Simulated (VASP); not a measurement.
# Ir (Fm-3m) in VASP: settings compared, part 2 of 2

VASP 6.6.1.

## (3) Band structure, PBE

This run uses another cell than the first one, of 14.53 Å³/atom, 1.009 times its volume.

INCAR reads:

```
SYSTEM = Ir
  PREC = Accurate
  ENCUT = 520
  EDIFF = 1E-6
  ISMEAR = 1
  SIGMA = 0.1
  LREAL = .FALSE.
  LASPH = .TRUE.
  NELM = 80
  ALGO = Normal
  ISIF = 2
  LWAVE = .FALSE.
  LCHARG = .FALSE.
  LMAXMIX = 4
  GGA = PE
  NBANDS = 10
  ICORELEVEL = 1
```

KPOINTS reads:

```
Automatic mesh
0
G
  16 16 16
  0 0 0
```

POSCAR reads:

```
Ir                                      
1.0
    0.0000000000      1.9369071726      1.9369071726
    1.9369071726      0.0000000000      1.9369071726
    1.9369071726      1.9369071726      0.0000000000
  Ir            
     1
Direct
     0.0000000000000000    0.0000000000000000    0.0000000000000000
```

KPOINTS_OPT reads:

```
explicit points
106
Reciprocal
 0.0000000000  0.0000000000  0.0000000000 1
 0.0555555556  0.0000000000  0.0555555556 1
 0.1111111111  0.0000000000  0.1111111111 1
 0.1666666667  0.0000000000  0.1666666667 1
 0.2222222222  0.0000000000  0.2222222222 1
 0.2777777778  0.0000000000  0.2777777778 1
 0.3333333333  0.0000000000  0.3333333333 1
 0.3888888889  0.0000000000  0.3888888889 1
 0.4444444444  0.0000000000  0.4444444444 1
 0.5000000000  0.0000000000  0.5000000000 1
 0.5000000000  0.0000000000  0.5000000000 1
 0.5000000000  0.0277777778  0.5277777778 1
 0.5000000000  0.0555555556  0.5555555556 1
 0.5000000000  0.0833333333  0.5833333333 1
 0.5000000000  0.1111111111  0.6111111111 1
 0.5000000000  0.1388888889  0.6388888889 1
 0.5000000000  0.1666666667  0.6666666667 1
 0.5000000000  0.1944444444  0.6944444444 1
 0.5000000000  0.2222222222  0.7222222222 1
 0.5000000000  0.2500000000  0.7500000000 1
 0.5000000000  0.2500000000  0.7500000000 1
 0.4861111111  0.2638888889  0.7500000000 1
 0.4722222222  0.2777777778  0.7500000000 1
 0.4583333333  0.2916666667  0.7500000000 1
 0.4444444444  0.3055555556  0.7500000000 1
 0.4305555556  0.3194444444  0.7500000000 1
 0.4166666667  0.3333333333  0.7500000000 1
 0.4027777778  0.3472222222  0.7500000000 1
 0.3888888889  0.3611111111  0.7500000000 1
 0.3750000000  0.3750000000  0.7500000000 1
 0.3750000000  0.3750000000  0.7500000000 1
 0.3333333333  0.3333333333  0.6666666667 1
 0.2916666667  0.2916666667  0.5833333333 1
 0.2500000000  0.2500000000  0.5000000000 1
 0.2083333333  0.2083333333  0.4166666667 1
 0.1666666667  0.1666666667  0.3333333333 1
 0.1250000000  0.1250000000  0.2500000000 1
 0.0833333333  0.0833333333  0.1666666667 1
 0.0416666667  0.0416666667  0.0833333333 1
 0.0000000000  0.0000000000  0.0000000000 1
 0.0000000000  0.0000000000  0.0000000000 1
 0.0555555556  0.0555555556  0.0555555556 1
 0.1111111111  0.1111111111  0.1111111111 1
 0.1666666667  0.1666666667  0.1666666667 1
 0.2222222222  0.2222222222  0.2222222222 1
 0.2777777778  0.2777777778  0.2777777778 1
 0.3333333333  0.3333333333  0.3333333333 1
 0.3888888889  0.3888888889  0.3888888889 1
 0.4444444444  0.4444444444  0.4444444444 1
 0.5000000000  0.5000000000  0.5000000000 1
 0.5000000000  0.5000000000  0.5000000000 1
 0.5138888889  0.4722222222  0.5138888889 1
 0.5277777778  0.4444444444  0.5277777778 1
 0.5416666667  0.4166666667  0.5416666667 1
 0.5555555556  0.3888888889  0.5555555556 1
 0.5694444444  0.3611111111  0.5694444444 1
 0.5833333333  0.3333333333  0.5833333333 1
 0.5972222222  0.3055555556  0.5972222222 1
 0.6111111111  0.2777777778  0.6111111111 1
 0.6250000000  0.2500000000  0.6250000000 1
 0.6250000000  0.2500000000  0.6250000000 1
 0.6111111111  0.2500000000  0.6388888889 1
 0.5972222222  0.2500000000  0.6527777778 1
 0.5833333333  0.2500000000  0.6666666667 1
 0.5694444444  0.2500000000  0.6805555556 1
 0.5555555556  0.2500000000  0.6944444444 1
 0.5416666667  0.2500000000  0.7083333333 1
 0.5277777778  0.2500000000  0.7222222222 1
 0.5138888889  0.2500000000  0.7361111111 1
 0.5000000000  0.2500000000  0.7500000000 1
 0.5000000000  0.2500000000  0.7500000000 1
 0.5000000000  0.2777777778  0.7222222222 1
 0.5000000000  0.3055555556  0.6944444444 1
 0.5000000000  0.3333333333  0.6666666667 1
 0.5000000000  0.3611111111  0.6388888889 1
 0.5000000000  0.3888888889  0.6111111111 1
 0.5000000000  0.4166666667  0.5833333333 1
 0.5000000000  0.4444444444  0.5555555556 1
 0.5000000000  0.4722222222  0.5277777778 1
 0.5000000000  0.5000000000  0.5000000000 1
 0.5000000000  0.5000000000  0.5000000000 1
 0.4861111111  0.4861111111  0.5277777778 1
 0.4722222222  0.4722222222  0.5555555556 1
 0.4583333333  0.4583333333  0.5833333333 1
 0.4444444444  0.4444444444  0.6111111111 1
 0.4305555556  0.4305555556  0.6388888889 1
 0.4166666667  0.4166666667  0.6666666667 1
 0.4027777778  0.4027777778  0.6944444444 1
 0.3888888889  0.3888888889  0.7222222222 1
 0.3750000000  0.3750000000  0.7500000000 1
 0.6250000000  0.2500000000  0.6250000000 1
 0.6111111111  0.2222222222  0.6111111111 1
 0.5972222222  0.1944444444  0.5972222222 1
 0.5833333333  0.1666666667  0.5833333333 1
 0.5694444444  0.1388888889  0.5694444444 1
 0.5555555556  0.1111111111  0.5555555556 1
 0.5416666667  0.0833333333  0.5416666667 1
 0.5277777778  0.0555555556  0.5277777778 1
 0.5138888889  0.0277777778  0.5138888889 1
 0.5000000000  0.0000000000  0.5000000000 1
 0.0000000000  0.0000000000  0.0000000000 1
 0.3750000000  0.3750000000  0.7500000000 1
 0.5000000000  0.5000000000  0.5000000000 1
 0.6250000000  0.2500000000  0.6250000000 1
 0.5000000000  0.2500000000  0.7500000000 1
 0.5000000000  0.0000000000  0.5000000000 1
```

Potentials or basis: VASP PAW PBE potentials, release 64 (Ir).

The run is started by

```console
> cat potpaw_PBE.64/Ir/POTCAR > POTCAR
> mpirun -np 1 vasp_std > vasp.out
```

OUTCAR:

```text
SYSTEM = Ir
   PREC = Accurate
   ENCUT = 520
   EDIFF = 1E-6
   ISMEAR = 1
   LREAL = .FALSE.
   LASPH = .TRUE.
   NELM = 80
   ISIF = 2
   GGA = PE

 ion  position               nearest neighbor table
   1  0.000  0.000  0.000-

  LATTYP: Found a face centered cubic cell.
 ALAT       =     3.8738143452

  Lattice vectors:

 A1 = (   0.0000000000,   1.9369071726,   1.9369071726)
 A2 = (   1.9369071726,   0.0000000000,   1.9369071726)
 A3 = (   1.9369071726,   1.9369071726,   0.0000000000)

Analysis of symmetry for initial positions (statically):
=====================================================================
 Subroutine PRICEL returns:
 Original cell was already a primitive cell.

 Routine SETGRP: Setting up the symmetry group for a
 face centered cubic supercell.

 Subroutine GETGRP returns: Found 48 space group operations
 (whereof 48 operations were pure point group operations)
 out of a pool of 48 trial point group operations.

The static configuration has the point symmetry O_h .

Analysis of symmetry for dynamics (positions and initial velocities):
=====================================================================
 Subroutine PRICEL returns:
 Original cell was already a primitive cell.

 Routine SETGRP: Setting up the symmetry group for a
 face centered cubic supercell.

 Subroutine GETGRP returns: Found 48 space group operations
 (whereof 48 operations were pure point group operations)
 out of a pool of 48 trial point group operations.

The dynamic configuration has the point symmetry O_h .

 Subroutine INISYM returns: Found 48 space group operations
 (whereof 48 operations are pure point group operations),
 and found     1 'primitive' translations

----------------------------------------------------------------------------------------

                                     Primitive cell

  volume of cell :      14.5330

  direct lattice vectors                    reciprocal lattice vectors
     0.000000000  1.936907173  1.936907173    -0.258143502  0.258143502  0.258143502
     1.936907173  0.000000000  1.936907173     0.258143502 -0.258143502  0.258143502
     1.936907173  1.936907173  0.000000000     0.258143502  0.258143502 -0.258143502

  length of vectors
     2.739200393  2.739200393  2.739200393     0.447117661  0.447117661  0.447117661

  position of ions in fractional coordinates (direct lattice)
     0.000000000  0.000000000  0.000000000

  ion indices of the primitive-cell ions
   primitive index   ion index
                 1           1

----------------------------------------------------------------------------------------

 KPOINTS: Automatic mesh

Automatic generation of k-mesh.
 Grid dimensions read from file:
 generate k-points for:   16   16   16

 Generating k-lattice:

  Cartesian coordinates                     Fractional coordinates (reciprocal lattice)
    -0.016133969  0.016133969  0.016133969     0.062500000  0.000000000  0.000000000
     0.016133969 -0.016133969  0.016133969     0.000000000  0.062500000  0.000000000
     0.016133969  0.016133969 -0.016133969     0.000000000  0.000000000  0.062500000

  Length of vectors
     0.027944854  0.027944854  0.027944854

  Shift w.r.t. Gamma in fractional coordinates (k-lattice)
     0.000000000  0.000000000  0.000000000

 Subroutine IBZKPT returns following result:
 ===========================================

 Found    145 irreducible k-points:

 Following reciprocal coordinates:
            Coordinates               Weight
  0.000000  0.000000  0.000000      1.000000
  0.062500  0.000000  0.000000      8.000000
  0.125000  0.000000  0.000000      8.000000
  0.187500  0.000000  0.000000      8.000000
  0.250000  0.000000  0.000000      8.000000
  0.312500  0.000000  0.000000      8.000000
[... 16 lines left out ...]
 -0.125000  0.062500  0.000000     24.000000
 -0.062500  0.062500  0.000000     12.000000
 [... further k-points ...]
   k-points           NKPTS =    145   k-points in BZ     NKDIM =    145   number of bands    NBANDS=     10
   number of dos      NEDOS =    301   number of ions     NIONS =      1
   total plane-waves  NPLWV =   8000
   dimension x,y,z NGX =    20 NGY =   20 NGZ =   20
   dimension x,y,z NGXF=    40 NGYF=   40 NGZF=   40
   ions per type =               1
   NGX,Y,Z   is equivalent  to a cutoff of  12.14, 12.14, 12.14 a.u.
   NGXF,Y,Z  is equivalent  to a cutoff of  24.28, 24.28, 24.28 a.u.
 SYSTEM =  Ir
   PREC   = accura    normal or accurate (medium, high low for compatibility)
   ISTART =      0    job   : 0-new  1-cont  2-samecut
   ICHARG =      2    charge: 1-file 2-atom 10-const
   ISPIN  =      1    spin polarized calculation?
   LNONCOLLINEAR =      F non collinear calculations
   LSORBIT =      F    spin-orbit coupling
   LASPH  =      T    aspherical Exc in radial PAW
   ENCUT  =  520.0 eV  38.22 Ry    6.18 a.u.   5.09  5.09  5.09*2*pi/ulx,y,z
   NELM   =     80;   NELMIN=  2; NELMDL= -5     # of ELM steps
   EDIFF  = 0.1E-05   stopping-criterion for ELM
   LREAL  =      F    real-space projection
   EDIFFG = 0.1E-04   stopping-criterion for IOM
   NSW    =      0    number of steps for IOM
   IBRION =     -1    ionic relax: 0-MD 1-quasi-New 2-CG
   NFREE  =      0    steps in history (QN), initial steepest desc. (CG)
   ISIF   =      2    stress and relaxation
   ISYM   =      2    0-nonsym 1-usesym 2-fastsym
   POTIM  = 0.5000    time-step for ionic-motion
   TEBEG  =    0.0;   TEEND  =   0.0 temperature during run
   PSTRESS=    0.0 pullay stress
   NELECT =       9.0000    total number of electrons
   NUPDOWN=      -1.0000    fix difference up-down
   EMIN   =  10.00;   EMAX   =-10.00  energy-range for DOS
   EFERMI =   0.00;   METHOD = LEGACY
   ISMEAR =     1;   SIGMA  =   0.10  broadening in eV -4-tet -1-fermi 0-gaus
   EFERMI_NEDOS =   21; number of points for ismear=-14 and -15
   IALGO  =     38    algorithm
   IMIX   =      4    mixing-type and parameters
     AMIX     =   0.40;   BMIX     =  1.00
     AMIX_MAG =   1.60;   BMIX_MAG =  1.00
  volume/ion in A,a.u.               =      14.53        98.07
  Fermi-wavevector in a.u.,A,eV,Ry     =   1.395415  2.636953 26.493051  1.947184
  Thomas-Fermi vector in A             =   2.518869
   LORBIT       =      0    0 simple, 1 ext, 2 COOP (PROOUT), +10 PAW based schemes
   GGA     = PE    functional components
   LHFCALC =     F    Hartree Fock is set to
   AEXX    =    0.0000 exact exchange contribution
   IVDW    =     0    specifies the selected vdW correction
   LEPSILON=     F    determine dielectric tensor
   LRPA    =     F    only Hartree local field effects (RPA)
 non-spin polarized calculation
 Methfessel and Paxton  Order N= 1 SIGMA  =   0.10
  energy-cutoff  :      520.00
  volume of cell :       14.53
 maximum number of plane-waves:       400
   NGX = 11   NGY = 11   NGZ = 11

 number of electron       9.0000000 magnetization

 Free energy of the ion-electron system (eV)
  ---------------------------------------------------
  ext. energy  EPLUGINS =         0.00000000
  ---------------------------------------------------
  free energy    TOTEN  =        -8.84094167 eV

  energy without entropy =       -8.84063891  energy(sigma->0) =       -8.84084075

 the core state eigenenergies are
   1-  1s -76087.9646  2s -13296.1871  2p -11546.0173  3s  -3098.6574  3p  -2587.1431
       3d  -2025.1085  4s   -649.4058  4p   -481.6976  4d   -275.9906  4f    -47.3531
       5s    -82.9652  5p    -39.7294

 E-fermi :   9.9384     XC(G=0): -13.8269

 val. band max:        9.9297111681   @ k =   0.3125   0.2500   0.0625
 cond. band min:       9.9435601450   @ k =   0.3750   0.0625   0.0000
 fundamental gap:      0.0138489769
 Fermi energy:         9.9384436905

 k-point     1 :       0.0000    0.0000    0.0000
  band No.  band energies     occupation
      1      -0.8868      2.00000
      2       6.2205      2.00000
      3       6.2205      2.00000
      4       6.2205      2.00000
      5       8.7975      2.00000
      6       8.7975      2.00000
      7      24.3191      0.00000
      8      29.7468      0.00000
      9      29.7468      0.00000
     10      29.7468      0.00000
[... 261 lines left out ...]
 k-point    22 :      -0.1875    0.0625    0.0000
  band No.  band energies     occupation
      1       0.8992      2.00000
      2       5.5431      2.00000
      3       6.6956      2.00000
      4       6.7766      2.00000
      5       8.3333      2.00000
      6       9.1720      2.00000
      7      24.9202      0.00000
      8      26.7247      0.00000
      9      31.1004      0.00000
     10      33.4693      0.00000

 k-point    23 :      -0.1250    0.0625    0.0000
  band No.  band energies     occupation

------------------------ aborting loop because EDIFF is reached ----------------------------------------

  FORCE on cell =-STRESS in cart. coord.  units (eV):
  Direction    XX          YY          ZZ          XY          YZ          ZX
  --------------------------------------------------------------------------------------
  -------------------------------------------------------------------------------------
  Total       -0.0127521     -0.0127521     -0.0127521      0.0000000     -0.0000000     -0.0000000
  in kB       -1.4058412     -1.4058412     -1.4058412      0.0000000     -0.0000000     -0.0000000
  external PRESSURE =      -1.4058412 kB  Pullay stress =       0.0000000 kB

 VOLUME and BASIS-vectors are now :
 -----------------------------------------------------------------------------
  energy-cutoff  :      520.00
  volume of cell :       14.53
      direct lattice vectors                 reciprocal lattice vectors
     0.000000000  1.936907173  1.936907173    -0.258143502  0.258143502  0.258143502
     1.936907173  0.000000000  1.936907173     0.258143502 -0.258143502  0.258143502
     1.936907173  1.936907173  0.000000000     0.258143502  0.258143502 -0.258143502

 POSITION                                       TOTAL-FORCE (eV/Angst)
 -----------------------------------------------------------------------------------
      0.00000      0.00000      0.00000         0.000000      0.000000     -0.000000
 -----------------------------------------------------------------------------------
    total drift:                                0.000000      0.000000      0.000000

  FREE ENERGIE OF THE ION-ELECTRON SYSTEM (eV)
  ---------------------------------------------------
  free  energy   TOTEN  =        -8.8409416736 eV

  energy  without entropy=       -8.8406389089  energy(sigma->0) =       -8.84084075
```

Run time: 9 s. Hardware: 1 thread of Intel Xeon 6975P-C (Granite Rapids), shared host; peak memory 0.15 GiB.

What came out:

| Item | Value |
| --- | --- |
| Free energy | -8.8409 eV |
| Pressure | -0.1 GPa |
| Band gap along the path | none (metal or under the smearing width) |

Levels at the corners of the path, in eV from the Fermi level:
| point | band 2 | band 3 | band 4 | band 5 | band 6 | band 7 |
| --- | --- | --- | --- | --- | --- | --- |
| Γ | -3.72 | -3.72 | -3.72 | -1.14 | -1.14 | 14.38 |
| X | -7.04 | 0.83 | 1.41 | 1.41 | 1.71 | 10.16 |
| X | -7.04 | 0.83 | 1.41 | 1.41 | 1.71 | 10.16 |
| W | -4.68 | -4.68 | -1.71 | 1.42 | 7.98 | 8.89 |
| W | -4.68 | -4.68 | -1.71 | 1.42 | 7.98 | 8.89 |
| K | -5.75 | -2.77 | -0.83 | 0.59 | 6.23 | 7.50 |
| K | -5.75 | -2.77 | -0.83 | 0.59 | 6.23 | 7.50 |
| Γ | -3.72 | -3.72 | -3.72 | -1.14 | -1.14 | 14.38 |
| Γ | -3.72 | -3.72 | -3.72 | -1.14 | -1.14 | 14.38 |
| L | -3.81 | -3.81 | -0.68 | 0.86 | 0.86 | 7.00 |
| L | -3.81 | -3.81 | -0.68 | 0.86 | 0.86 | 7.00 |
| U | -5.75 | -2.77 | -0.83 | 0.59 | 6.23 | 7.50 |
| U | -5.75 | -2.77 | -0.83 | 0.59 | 6.23 | 7.50 |
| W | -4.68 | -4.68 | -1.71 | 1.42 | 7.98 | 8.89 |
| W | -4.68 | -4.68 | -1.71 | 1.42 | 7.98 | 8.89 |
| L | -3.81 | -3.81 | -0.68 | 0.86 | 0.86 | 7.00 |
| L | -3.81 | -3.81 | -0.68 | 0.86 | 0.86 | 7.00 |
| K | -5.75 | -2.77 | -0.83 | 0.59 | 6.23 | 7.50 |
| U | -5.75 | -2.77 | -0.83 | 0.59 | 6.23 | 7.50 |
| X | -7.04 | 0.83 | 1.41 | 1.41 | 1.71 | 10.16 |

Core levels (eV, on the scale of the bands):
| atom | levels |
| --- | --- |
| 1 Ir | 1s -76088.0, 2s -13296.2, 2p -11546.0, 3s -3098.7, 3p -2587.1, 3d -2025.1, 4s -649.4, 4p -481.7, 4d -276.0, 4f -47.4, 5s -83.0, 5p -39.7 |

Caveat: spin-orbit coupling is left out, which moves the levels of the heavy elements.
